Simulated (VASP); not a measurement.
Wanted: the native input for a VASP 6.6.1 run.

* Task: work function
* Functional: PBEsol
* Potentials or basis: VASP PAW PBE potentials, release 64 (Zn, O)
* Cutoff: 520 eV
* k mesh: 8 × 6 × 1
* Occupations: gaussian, width 0.05 eV
* Spin: no spin polarisation
* Vacuum (Å): 5
* Dipole correction: yes
* Further INCAR settings: ALGO = Fast; EDIFF = 1e-06

The structure of ZnO lies in POSCAR:

```
ZnO
1.0
    3.2493080000      0.0000000000      0.0000000000
    0.0000000000      5.2057090000      0.0000000000
    0.0000000000      0.0000000000     17.1939275176
Zn O
10 10
Direct
    0.0000000000      0.5000000000      0.1454001709
    0.4999999999      0.0000000000      0.1999539909
    0.5000000000      0.5000000000      0.3090616305
    0.9999999999      0.0000000000      0.3636154504
    0.0000000000      0.5000000000      0.4727230900
    0.4999999999      0.0000000000      0.5272769100
    0.5000000000      0.5000000000      0.6363845496
    0.9999999999      0.0000000000      0.6909383695
    0.0000000000      0.5000000000      0.8000460091
    0.4999999999      0.0000000000      0.8545998291
    0.4999999999      0.3790100000      0.1999539909
    0.0000000000      0.8790100000      0.1454001709
    0.9999999999      0.3790100000      0.3636154504
    0.5000000000      0.8790100000      0.3090616305
    0.4999999999      0.3790100000      0.5272769100
    0.0000000000      0.8790100000      0.4727230900
    0.9999999999      0.3790100000      0.6909383695
    0.5000000000      0.8790100000      0.6363845496
    0.4999999999      0.3790100000      0.8545998291
    0.0000000000      0.8790100000      0.8000460091
```

One way to write it, as run:

INCAR

```
PREC = Accurate
ENCUT = 520
EDIFF = 1E-6
ISMEAR = 0
SIGMA = 0.05
LREAL = False
LASPH = True
NELM = 100
ALGO = Fast
ISIF = 2
LWAVE = False
LCHARG = True
LDIPOL = True
IDIPOL = 3
DIPOL = 0.5 0.5 0.500
GGA = PS
LVHAR = True
LVACPOTAV = True
KPAR = 8
```

KPOINTS

```
Automatic mesh
0
Gamma
  8 6 1
```

Potentials or basis: VASP PAW PBE potentials, release 64 (Zn, O).

The run is started by

```console
$ cat potpaw_PBE.64/Zn/POTCAR potpaw_PBE.64/O/POTCAR > POTCAR
$ mpirun -np 8 vasp_std > vasp.out
```

Results of the run:

* Largest force: 1.804 eV/Å
* Band gap on the k mesh: 0.36 eV, direct

Caveat: the PAW data sets were made with another functional, which shifts forces and pressure a little.

Run time: 2.9 min on 8 MPI ranks on Intel(R) Xeon(R) Platinum 8488C (Sapphire Rapids), with other jobs on the host, peak memory 0.63 GiB a rank.
